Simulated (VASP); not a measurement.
# CdTe in VASP: how settings move the PBE single point, part 2 of 2

VASP 6.6.1, plane waves, PAW; reference level PBE. Earlier steps stand in the parts before.

## Step 5: Altered input 3

Contents of INCAR:

```
ENCUT = 520.000000
SIGMA = 0.020000
EDIFF = 1.00e-07
GGA = PE
IBRION = -1
ISIF = 2
ISMEAR = -1
NBANDS = 16
NELM = 120
NSW = 0
LASPH = .TRUE.
LCHARG = .FALSE.
LWAVE = .FALSE.
LREAL = .FALSE.
IVDW = 12
PREC = Normal
```

Contents of KPOINTS:

```
KPOINTS created by Atomic Simulation Environment
0
Gamma
6 6 6
0 0 0
```

Contents of POSCAR:

```
Cd Te
 1.0000000000000000
     0.0000000000000000    3.4111533208000000    3.4111533208000000
     3.4111533208000000    0.0000000000000000    3.4111533208000000
     3.4111533208000000    3.4111533208000000    0.0000000000000000
 Cd  Te
   1   1
Cartesian
  0.0000000000000000  0.0000000000000000  0.0000000000000000
  1.7055766604000004  1.7055766604000004  1.7055766604000004
```

Launch:

```bash
mpirun -np 1 vasp_std
```

Standard output, without the iteration lines:

```text
POSCAR found type information on POSCAR CdTe
 POSCAR found :  2 types and       2 ions
 LDA part: xc-table for (Slater+PW92), standard interpolation
 POSCAR, INCAR and KPOINTS ok, starting setup
 FFT: planning ... GRIDC
 FFT: planning ... GRID_SOFT
 FFT: planning ... GRID
 WAVECAR not read
 entering main loop
```

OSZICAR:

```text
N       E                     dE             d eps       ncg     rms          rms(c)
DAV:   1     0.988287291699E+02    0.98829E+02   -0.81046E+03   512   0.967E+02
DAV:   2    -0.113795065635E+01   -0.99967E+02   -0.94999E+02   624   0.231E+02
DAV:   3    -0.496250781183E+01   -0.38246E+01   -0.38185E+01   616   0.465E+01
DAV:   4    -0.500204381970E+01   -0.39536E-01   -0.39535E-01   776   0.408E+00
DAV:   5    -0.500215558012E+01   -0.11176E-03   -0.11176E-03   656   0.203E-01    0.413E+00
DAV:   6    -0.476396384717E+01    0.23819E+00   -0.39516E-01   568   0.656E+00    0.359E+00
DAV:   7    -0.474917850600E+01    0.14785E-01   -0.94271E-02   608   0.191E+00    0.147E+00
DAV:   8    -0.475019831300E+01   -0.10198E-02   -0.86836E-03   592   0.100E+00    0.392E-01
DAV:   9    -0.475060442350E+01   -0.40611E-03   -0.10481E-03   624   0.289E-01    0.781E-02
DAV:  10    -0.475065934526E+01   -0.54922E-04   -0.98433E-05   640   0.956E-02    0.521E-02
DAV:  11    -0.475070721943E+01   -0.47874E-04   -0.71359E-05   584   0.453E-02    0.267E-02
DAV:  12    -0.475070702635E+01    0.19308E-06   -0.29048E-06   712   0.124E-02    0.150E-02
DAV:  13    -0.475070727941E+01   -0.25305E-06   -0.86577E-07   608   0.444E-03    0.784E-03
DAV:  14    -0.475070749095E+01   -0.21155E-06   -0.39357E-07   664   0.310E-03    0.453E-03
DAV:  15    -0.475070754930E+01   -0.58346E-07   -0.21589E-08   456   0.995E-04
   1 F= -.53202926E+01 E0= -.53202916E+01  d E =-.189492E-05
```

OUTCAR, selected sections:

```text
k-points           NKPTS =     16   k-points in BZ     NKDIM =     16   number of bands    NBANDS=     16

   NELECT =      18.0000    total number of electrons

   dimension x,y,z NGX =    28 NGY =   28 NGZ =   28
   dimension x,y,z NGXF=    56 NGYF=   56 NGZF=   56

  energy-cutoff  :      520.00
  volume of cell :       79.38
      direct lattice vectors                 reciprocal lattice vectors
     0.000000000  3.411153321  3.411153321    -0.146577991  0.146577991  0.146577991
     3.411153321  0.000000000  3.411153321     0.146577991 -0.146577991  0.146577991
     3.411153321  3.411153321  0.000000000     0.146577991  0.146577991 -0.146577991

 k-points in reciprocal lattice and weights: KPOINTS created by Atomic Simulation Env
   0.00000000  0.00000000  0.00000000       0.005
   0.16666667  0.00000000  0.00000000       0.037
   0.33333333  0.00000000  0.00000000       0.037
   0.50000000  0.00000000  0.00000000       0.019
   0.16666667  0.16666667  0.00000000       0.028
   0.33333333  0.16666667  0.00000000       0.111
   0.50000000  0.16666667  0.00000000       0.111
  -0.33333333  0.16666667  0.00000000       0.111
[... 8 more k-points ...]

 E-fermi :   1.2533

 k-point     1 :       0.0000    0.0000    0.0000
  band No.  band energies     occupation
      1      -9.3303      2.00000
      2      -6.7975      2.00000
      3      -6.7975      2.00000
      4      -6.7975      2.00000
      5      -6.6345      2.00000
      6      -6.6345      2.00000
      7       1.0818      1.99962
      8       1.0818      1.99962
      9       1.0818      1.99962
     10       1.4028      0.00113
     11       5.7465      0.00000
     12       5.7465      0.00000
     13       5.7465      0.00000
     14       8.3104      0.00000
     15      10.1601      0.00000
     16      10.1601      0.00000

 k-point     2 :       0.1667    0.0000    0.0000
  band No.  band energies     occupation
      1      -9.2625      2.00000
      2      -6.7860      2.00000
      3      -6.7860      2.00000
      4      -6.7307      2.00000
      5      -6.6349      2.00000
      6      -6.6349      2.00000
      7      -0.4811      2.00000
      8       0.9171      2.00000
      9       0.9171      2.00000
     10       2.5588      0.00000
     11       5.7287      0.00000
     12       6.0212      0.00000
     13       6.0212      0.00000
     14       9.2855      0.00000
     15       9.4486      0.00000
     16       9.4486      0.00000

 k-point     3 :       0.3333    0.0000    0.0000
  band No.  band energies     occupation
      1      -9.1282      2.00000
      2      -6.7660      2.00000
      3      -6.7660      2.00000
      4      -6.6323      2.00000
      5      -6.6323      2.00000
      6      -6.5363      2.00000
      7      -1.9386      2.00000
      8       0.6328      2.00000
      9       0.6328      2.00000
     10       2.7952      0.00000
     11       6.2934      0.00000
     12       6.2934      0.00000
     13       6.9033      0.00000
     14       9.1178      0.00000
     15       9.7624      0.00000
     16       9.7624      0.00000

[... the tables of k-points 4 to 16 left out ...]

  Total      -1.92041    -1.92041    -1.92041    -0.00000     0.00000    -0.00000
  in kB     -38.75890   -38.75890   -38.75890    -0.00000     0.00000    -0.00000
  external pressure =      -38.76 kB  Pullay stress =        0.00 kB

 POSITION                                       TOTAL-FORCE (eV/Angst)
 -----------------------------------------------------------------------------------
      0.00000      0.00000      0.00000         0.000000      0.000000     -0.000000
      1.70558      1.70558      1.70558        -0.000000      0.000000      0.000000
 -----------------------------------------------------------------------------------
    total drift:                               -0.000003     -0.000003     -0.000003

  FREE ENERGIE OF THE ION-ELECTRON SYSTEM (eV)
  ---------------------------------------------------
  free  energy   TOTEN  =        -5.3202925947 eV

  energy  without entropy=       -5.3202906998  energy(sigma->0) =       -5.32029165
```

Run time: 16 s. Hardware: 1 MPI rank of Intel Xeon Platinum 8488C, shared host; peak memory 0.17 GiB.

Changed: IVDW = 12, PREC = Normal. The run ends normally. Its total energy is on another scale than the reference's; the pressure goes from -2.5 to -3.9 GPa. The dispersion term adds attraction between the atoms and leaves the bands as they are.

## Step 6: Side by side

The summary covers parts 1 to 2.

| run | changed | ending | energy change (meV/atom) | pressure (GPa) | gap on the mesh (eV; negative: overlap) | electronic steps | time | usable |
| --- | --- | --- | --- | --- | --- | --- | --- | --- |
| ref. | – | converged | 0 | -2.5 | 0.32 | 15 | 27 s | yes |
| 1 | PREC = High, NELMIN = 4, ENCUT = 600, NELM = 83 | converged | 0.1 | -2.5 | 0.32 | 15 | 29 s | yes |
| 2 | METAGGA = RTPSS, ALGO = Fast | converged | – | -3.3 | 0.56 | 17 | 1.8 min | yes |
| 3 | IVDW = 12, PREC = Normal | converged | – | -3.9 | 0.32 | 15 | 16 s | yes |

Of 3 altered inputs, 3 gave usable results. «PREC = High, NELMIN = 4, ENCUT = 600, NELM = 83» moves the energy by 0.1 meV/atom.
